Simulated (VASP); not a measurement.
# KF (F-43m) in VASP: settings compared

Aim: see how the results for KF move with the level of theory and the settings. Levels: PBE, r2SCAN. Tasks: single point.

All numbers are computed with VASP 6.6.1; they aren't measurements. Logs are shortened: lines on timing, memory, paths and dates and some standing lists are left out, and cuts for length are marked.

## Step 1: The structure

It takes space group F-43m (No. 216, cubic). The conventional cell has a = 5.871 Å, b = 5.871 Å, c = 5.871 Å, α = 90.00°, β = 90.00°, γ = 90.00°. K (site symmetry -43m) is surrounded by 4 F at 2.54 Å. F (site symmetry -43m) has 4 K at 2.54 Å as nearest neighbours.

The cell was built by a generator and needn't be a form met in nature.

## Step 2: Single point, PBE

File INCAR:

```
SYSTEM = KF
  ALGO = Fast
  EDIFF = 1E-6
  ENCUT = 520
  GGA = PE
  ISIF = 2
  ISMEAR = -1
  LASPH = .True.
  LCHARG = .False.
  LREAL = .False.
  LWAVE = .False.
  NBANDS = 15
  NELM = 60
  PREC = Accurate
  SIGMA = 0.02
```

File KPOINTS:

```
k-points
0
Gamma
  8 8 8
  0 0 0
```

File POSCAR:

```
KF
1.0
    0.0000000000      2.9354014086      2.9354014086
    2.9354014086      0.0000000000      2.9354014086
    2.9354014086      2.9354014086      0.0000000000
K F
1 1
Direct
    0.0000000000      0.0000000000      0.0000000000
    0.2500000000      0.2500000000      0.2500000000
```

Potentials or basis: VASP PAW PBE potentials, release 64 (K_sv, F).

The run is started by

```
$ cat potpaw_PBE.64/K_sv/POTCAR potpaw_PBE.64/F/POTCAR > POTCAR
$ mpirun -np 1 vasp_std > vasp.out
```

OUTCAR:

```text
SYSTEM = KF
   EDIFF = 1E-6
   ENCUT = 520
   GGA = PE
   ISIF = 2
   ISMEAR = -1
   LASPH = .True.
   LREAL = .False.
   NELM = 60
   PREC = Accurate

 ion  position               nearest neighbor table
   1  0.000  0.000  0.000-   2 2.54   2 2.54   2 2.54   2 2.54
   2  0.250  0.250  0.250-   1 2.54   1 2.54   1 2.54   1 2.54

  LATTYP: Found a face centered cubic cell.
 ALAT       =     5.8708028172

  Lattice vectors:

 A1 = (   0.0000000000,   2.9354014086,   2.9354014086)
 A2 = (   2.9354014086,   0.0000000000,   2.9354014086)
 A3 = (   2.9354014086,   2.9354014086,   0.0000000000)

Analysis of symmetry for initial positions (statically):
=====================================================================
 Subroutine PRICEL returns:
 Original cell was already a primitive cell.

 Routine SETGRP: Setting up the symmetry group for a
 face centered cubic supercell.

 Subroutine GETGRP returns: Found 24 space group operations
 (whereof 24 operations were pure point group operations)
 out of a pool of 48 trial point group operations.

The static configuration has the point symmetry T_d .

Analysis of symmetry for dynamics (positions and initial velocities):
=====================================================================
 Subroutine PRICEL returns:
 Original cell was already a primitive cell.

 Routine SETGRP: Setting up the symmetry group for a
 face centered cubic supercell.

 Subroutine GETGRP returns: Found 24 space group operations
 (whereof 24 operations were pure point group operations)
 out of a pool of 48 trial point group operations.

The dynamic configuration has the point symmetry T_d .

 Subroutine INISYM returns: Found 24 space group operations
 (whereof 24 operations are pure point group operations),
 and found     1 'primitive' translations

----------------------------------------------------------------------------------------

                                     Primitive cell

  volume of cell :      50.5863

  direct lattice vectors                    reciprocal lattice vectors
     0.000000000  2.935401409  2.935401409    -0.170334455  0.170334455  0.170334455
     2.935401409  0.000000000  2.935401409     0.170334455 -0.170334455  0.170334455
     2.935401409  2.935401409  0.000000000     0.170334455  0.170334455 -0.170334455

  length of vectors
     4.151284483  4.151284483  4.151284483     0.295027931  0.295027931  0.295027931

  position of ions in fractional coordinates (direct lattice)
     0.000000000  0.000000000  0.000000000
     0.250000000  0.250000000  0.250000000

  ion indices of the primitive-cell ions
   primitive index   ion index
                 1           1
                 2           2

----------------------------------------------------------------------------------------

 KPOINTS: k-points

Automatic generation of k-mesh.
 Grid dimensions read from file:
 generate k-points for:    8    8    8

 Generating k-lattice:

  Cartesian coordinates                     Fractional coordinates (reciprocal lattice)
    -0.021291807  0.021291807  0.021291807     0.125000000  0.000000000  0.000000000
     0.021291807 -0.021291807  0.021291807     0.000000000  0.125000000  0.000000000
     0.021291807  0.021291807 -0.021291807     0.000000000  0.000000000  0.125000000

  Length of vectors
     0.036878491  0.036878491  0.036878491

  Shift w.r.t. Gamma in fractional coordinates (k-lattice)
     0.000000000  0.000000000  0.000000000

 Subroutine IBZKPT returns following result:
 ===========================================

 Found     29 irreducible k-points:

 Following reciprocal coordinates:
            Coordinates               Weight
  0.000000  0.000000  0.000000      1.000000
  0.125000  0.000000  0.000000      8.000000
  0.250000  0.000000  0.000000      8.000000
  0.375000  0.000000  0.000000      8.000000
  0.500000  0.000000  0.000000      4.000000
  0.125000  0.125000  0.000000      6.000000
[... 16 lines left out ...]
  0.500000  0.250000  0.125000     48.000000
 -0.375000  0.250000  0.125000     24.000000
 [... further k-points ...]
   k-points           NKPTS =     29   k-points in BZ     NKDIM =     29   number of bands    NBANDS=     15
   number of dos      NEDOS =    301   number of ions     NIONS =      2
   total plane-waves  NPLWV =  32768
   dimension x,y,z NGX =    32 NGY =   32 NGZ =   32
   dimension x,y,z NGXF=    64 NGYF=   64 NGZF=   64
   ions per type =               1   1
   NGX,Y,Z   is equivalent  to a cutoff of  12.81, 12.81, 12.81 a.u.
   NGXF,Y,Z  is equivalent  to a cutoff of  25.63, 25.63, 25.63 a.u.
 SYSTEM =  KF
   PREC   = accura    normal or accurate (medium, high low for compatibility)
   ISTART =      0    job   : 0-new  1-cont  2-samecut
   ICHARG =      2    charge: 1-file 2-atom 10-const
   ISPIN  =      1    spin polarized calculation?
   LNONCOLLINEAR =      F non collinear calculations
   LSORBIT =      F    spin-orbit coupling
   LASPH  =      T    aspherical Exc in radial PAW
   ENCUT  =  520.0 eV  38.22 Ry    6.18 a.u.   7.72  7.72  7.72*2*pi/ulx,y,z
   NELM   =     60;   NELMIN=  2; NELMDL= -5     # of ELM steps
   EDIFF  = 0.1E-05   stopping-criterion for ELM
   LREAL  =      F    real-space projection
   EDIFFG = 0.1E-04   stopping-criterion for IOM
   NSW    =      0    number of steps for IOM
   IBRION =     -1    ionic relax: 0-MD 1-quasi-New 2-CG
   NFREE  =      0    steps in history (QN), initial steepest desc. (CG)
   ISIF   =      2    stress and relaxation
   ISYM   =      2    0-nonsym 1-usesym 2-fastsym
   POTIM  = 0.5000    time-step for ionic-motion
   TEBEG  =    0.0;   TEEND  =   0.0 temperature during run
   PSTRESS=    0.0 pullay stress
   NELECT =      16.0000    total number of electrons
   NUPDOWN=      -1.0000    fix difference up-down
   EMIN   =  10.00;   EMAX   =-10.00  energy-range for DOS
   EFERMI =   0.00;   METHOD = LEGACY
   ISMEAR =    -1;   SIGMA  =   0.02  broadening in eV -4-tet -1-fermi 0-gaus
   EFERMI_NEDOS =   21; number of points for ismear=-14 and -15
   IALGO  =     68    algorithm
   IMIX   =      4    mixing-type and parameters
     AMIX     =   0.40;   BMIX     =  1.00
     AMIX_MAG =   1.60;   BMIX_MAG =  1.00
  volume/ion in A,a.u.               =      25.29       170.69
  Fermi-wavevector in a.u.,A,eV,Ry     =   1.115417  2.107833 16.927763  1.244155
  Thomas-Fermi vector in A             =   2.252022
   LORBIT       =      0    0 simple, 1 ext, 2 COOP (PROOUT), +10 PAW based schemes
   GGA     = PE    functional components
   LHFCALC =     F    Hartree Fock is set to
   AEXX    =    0.0000 exact exchange contribution
   IVDW    =     0    specifies the selected vdW correction
   LEPSILON=     F    determine dielectric tensor
   LRPA    =     F    only Hartree local field effects (RPA)
 non-spin polarized calculation
 RMM-DIIS sequential band-by-band and
  energy-cutoff  :      520.00
  volume of cell :       50.59
 maximum number of plane-waves:      1380
   NGX = 15   NGY = 15   NGZ = 15

 number of electron      15.9999996 magnetization

 Free energy of the ion-electron system (eV)
  ---------------------------------------------------
  ext. energy  EPLUGINS =         0.00000000
  ---------------------------------------------------
  free energy    TOTEN  =        -8.12133068 eV

  energy without entropy =       -8.12133068  energy(sigma->0) =       -8.12133068

 E-fermi :  -3.0834     XC(G=0):  -7.0162

 val. band max:       -3.6473507747   @ k =  -0.2500   0.5000   0.2500
 cond. band min:       1.5085406950   @ k =   0.0000   0.0000   0.0000
 fundamental gap:      5.1558914696
 Fermi energy:        -3.0834377618

 k-point     1 :       0.0000    0.0000    0.0000
  band No.  band energies     occupation
      1     -29.8445      2.00000
      2     -22.1754      2.00000
      3     -13.2485      2.00000
      4     -13.2485      2.00000
      5     -13.2485      2.00000
      6      -3.8566      2.00000
      7      -3.8566      2.00000
      8      -3.8566      2.00000
      9       1.5085      0.00000
     10       8.1061      0.00000
     11       8.1061      0.00000
     12       8.2469      0.00000
     13       8.2469      0.00000
     14       8.2469      0.00000
     15      13.2410      0.00000

 k-point     2 :       0.1250    0.0000    0.0000
  band No.  band energies     occupation
      1     -29.8385      2.00000
      2     -22.1874      2.00000
      3     -13.2644      2.00000
      4     -13.2557      2.00000
      5     -13.2557      2.00000
      6      -3.8854      2.00000
      7      -3.8425      2.00000
      8      -3.8425      2.00000
      9       1.8220      0.00000
     10       7.7842      0.00000
     11       7.7842      0.00000
     12       7.9731      0.00000
     13       8.5580      0.00000
     14       8.5580      0.00000
     15      12.1042      0.00000

 k-point     3 :       0.2500    0.0000    0.0000
  band No.  band energies     occupation
      1     -29.8239      2.00000
      2     -22.2159      2.00000
      3     -13.3041      2.00000
      4     -13.2728      2.00000
      5     -13.2728      2.00000
      6      -3.9243      2.00000
      7      -3.8094      2.00000
      8      -3.8094      2.00000
      9       2.6284      0.00000
     10       7.2691      0.00000
     11       7.4761      0.00000
     12       7.4761      0.00000
     13       8.9002      0.00000
     14       8.9002      0.00000
     15      10.8991      0.00000
[... 343 lines left out ...]
 k-point    23 :       0.5000    0.2500    0.1250
  band No.  band energies     occupation
      1     -29.8012      2.00000
      2     -22.2596      2.00000
      3     -13.4083      2.00000
      4     -13.3182      2.00000
      5     -13.2371      2.00000
      6      -3.9405      2.00000
      7      -3.7783      2.00000
      8      -3.7279      2.00000
      9       4.0055      0.00000
     10       5.7552      0.00000
     11       7.3576      0.00000
     12       7.6861      0.00000
     13       9.1756      0.00000
     14       9.6786      0.00000
     15      10.6273      0.00000

 k-point    24 :      -0.3750    0.2500    0.1250
  band No.  band energies     occupation
      1     -29.7963      2.00000
      2     -22.2691      2.00000
      3     -13.4305      2.00000
      4     -13.3262      2.00000
      5     -13.2321      2.00000
      6      -3.9042      2.00000
      7      -3.7977      2.00000
      8      -3.7137      2.00000
      9       4.4400      0.00000
     10       5.4602      0.00000
     11       7.2529      0.00000
     12       7.6810      0.00000
     13       9.3093      0.00000
     14       9.8077      0.00000
     15      10.3292      0.00000

 [... further k-points ...]

------------------------ aborting loop because EDIFF is reached ----------------------------------------

  FORCE on cell =-STRESS in cart. coord.  units (eV):
  Direction    XX          YY          ZZ          XY          YZ          ZX
  --------------------------------------------------------------------------------------
  -------------------------------------------------------------------------------------
  Total        0.2976522      0.2976522      0.2976522      0.0000000     -0.0000000      0.0000000
  in kB        9.4272972      9.4272972      9.4272972      0.0000000     -0.0000000      0.0000000
  external PRESSURE =       9.4272972 kB  Pullay stress =       0.0000000 kB

 VOLUME and BASIS-vectors are now :
 -----------------------------------------------------------------------------
  energy-cutoff  :      520.00
  volume of cell :       50.59
      direct lattice vectors                 reciprocal lattice vectors
     0.000000000  2.935401409  2.935401409    -0.170334455  0.170334455  0.170334455
     2.935401409  0.000000000  2.935401409     0.170334455 -0.170334455  0.170334455
     2.935401409  2.935401409  0.000000000     0.170334455  0.170334455 -0.170334455

 POSITION                                       TOTAL-FORCE (eV/Angst)
 -----------------------------------------------------------------------------------
      0.00000      0.00000      0.00000        -0.000000     -0.000000     -0.000000
      1.46770      1.46770      1.46770         0.000000      0.000000      0.000000
 -----------------------------------------------------------------------------------
    total drift:                               -0.000000     -0.000000     -0.000000

  FREE ENERGIE OF THE ION-ELECTRON SYSTEM (eV)
  ---------------------------------------------------
  free  energy   TOTEN  =        -8.1213306751 eV

  energy  without entropy=       -8.1213306751  energy(sigma->0) =       -8.12133068
```

Run time: 22 s. Hardware: 1 thread of Intel Xeon Platinum 8488C (Sapphire Rapids), shared host; peak memory 0.18 GiB.

What came out:

* Free energy: -8.1213 eV
* Pressure: 0.9 GPa
* Band gap on the k mesh: 5.16 eV, indirect (least direct gap 5.37 eV)

## Step 3: Single point, r2SCAN

POSCAR is that of step 2.

File INCAR.step1:

```
PREC = Accurate
ENCUT = 520
ISMEAR = 0
SIGMA = 0.01
LREAL = F
LASPH = T
NELM = 60
NBANDS = 15
GGA = PE
ALGO = Normal
EDIFF = 1E-4
LWAVE = T
LCHARG = F
```

File INCAR.step2:

```
PREC = Accurate
ENCUT = 520
EDIFF = 1E-7
ISMEAR = 0
SIGMA = 0.01
LREAL = F
LASPH = T
NELM = 60
ALGO = Normal
ISIF = 2
LWAVE = F
LCHARG = F
METAGGA = R2SCAN
LMIXTAU = T
NBANDS = 15
ISTART = 1
```

File KPOINTS:

```
Automatic mesh
0
Gamma
  8 8 8
```

Potentials or basis: VASP PAW PBE potentials, release 64 (K_sv, F).

The run is started by

```
$ cat potpaw_PBE.64/K_sv/POTCAR potpaw_PBE.64/F/POTCAR > POTCAR
$ cp INCAR.step1 INCAR
$ mpirun -np 1 vasp_std > vasp.out
$ cp INCAR.step2 INCAR
$ mpirun -np 1 vasp_std > vasp.out
```

OUTCAR:

```text
PREC = Accurate
   ENCUT = 520
   EDIFF = 1E-7
   ISMEAR = 0
   LREAL = F
   LASPH = T
   NELM = 60
   ISIF = 2
   METAGGA = R2SCAN
   ISTART = 1

 ion  position               nearest neighbor table
   1  0.000  0.000  0.000-   2 2.54   2 2.54   2 2.54   2 2.54
   2  0.250  0.250  0.250-   1 2.54   1 2.54   1 2.54   1 2.54

  LATTYP: Found a face centered cubic cell.
 ALAT       =     5.8708028172

  Lattice vectors:

 A1 = (   0.0000000000,   2.9354014086,   2.9354014086)
 A2 = (   2.9354014086,   0.0000000000,   2.9354014086)
 A3 = (   2.9354014086,   2.9354014086,   0.0000000000)

Analysis of symmetry for initial positions (statically):
=====================================================================
 Subroutine PRICEL returns:
 Original cell was already a primitive cell.

 Routine SETGRP: Setting up the symmetry group for a
 face centered cubic supercell.

 Subroutine GETGRP returns: Found 24 space group operations
 (whereof 24 operations were pure point group operations)
 out of a pool of 48 trial point group operations.

The static configuration has the point symmetry T_d .
[... 174 lines left out ...]
      4     -13.9838      2.00000
      5     -13.9838      2.00000
      6      -4.3354      2.00000
      7      -4.3354      2.00000
      8      -4.3354      2.00000
      9       1.6128      0.00000
     10       8.5139      0.00000
     11       8.5139      0.00000
     12       8.6351      0.00000
     13       8.6351      0.00000
     14       8.6351      0.00000
[... 401 lines left out ...]
      2     -23.8933      2.00000
      3     -14.1607      2.00000
      4     -14.0599      2.00000
      5     -13.9691      2.00000
      6      -4.3730      2.00000
      7      -4.2760      2.00000
      8      -4.1951      2.00000
      9       4.5019      0.00000
     10       5.5913      0.00000
     11       7.6335      0.00000
     12       8.0321      0.00000
     13       9.7570      0.00000
     14      10.2580      0.00000
     15      10.8748      0.00000

 [... further k-points ...]

------------------------ aborting loop because EDIFF is reached ----------------------------------------

  FORCE on cell =-STRESS in cart. coord.  units (eV):
  Direction    XX          YY          ZZ          XY          YZ          ZX
  --------------------------------------------------------------------------------------
  -------------------------------------------------------------------------------------
  Total        0.0058246      0.0058246      0.0058246      0.0000000     -0.0000000      0.0000000
  in kB        0.1844782      0.1844782      0.1844782      0.0000000     -0.0000000      0.0000000
  external PRESSURE =       0.1844782 kB  Pullay stress =       0.0000000 kB

 VOLUME and BASIS-vectors are now :
 -----------------------------------------------------------------------------
  energy-cutoff  :      520.00
  volume of cell :       50.59
      direct lattice vectors                 reciprocal lattice vectors
     0.000000000  2.935401409  2.935401409    -0.170334455  0.170334455  0.170334455
     2.935401409  0.000000000  2.935401409     0.170334455 -0.170334455  0.170334455
     2.935401409  2.935401409  0.000000000     0.170334455  0.170334455 -0.170334455

 POSITION                                       TOTAL-FORCE (eV/Angst)
 -----------------------------------------------------------------------------------
      0.00000      0.00000      0.00000         0.000000      0.000000     -0.000000
      1.46770      1.46770      1.46770        -0.000000     -0.000000      0.000000
 -----------------------------------------------------------------------------------
    total drift:                               -0.000000     -0.000000     -0.000000

  FREE ENERGIE OF THE ION-ELECTRON SYSTEM (eV)
  ---------------------------------------------------
  free  energy   TOTEN  =       -14.7061116170 eV

  energy  without entropy=      -14.7061116170  energy(sigma->0) =      -14.70611162
```

Run time: 62 s. Hardware: 1 thread of Intel Xeon Platinum 8488C (Sapphire Rapids), shared host; peak memory 0.19 GiB.

What came out:

| Item | Value |
| --- | --- |
| Free energy | -14.7061 eV |
| Pressure | 0.0 GPa |
| Band gap on the k mesh | 5.74 eV, indirect (least direct gap 5.95 eV) |

Caveat: the PAW data sets were made with another functional, which shifts forces and pressure a little.

[end of part 1 of 2]
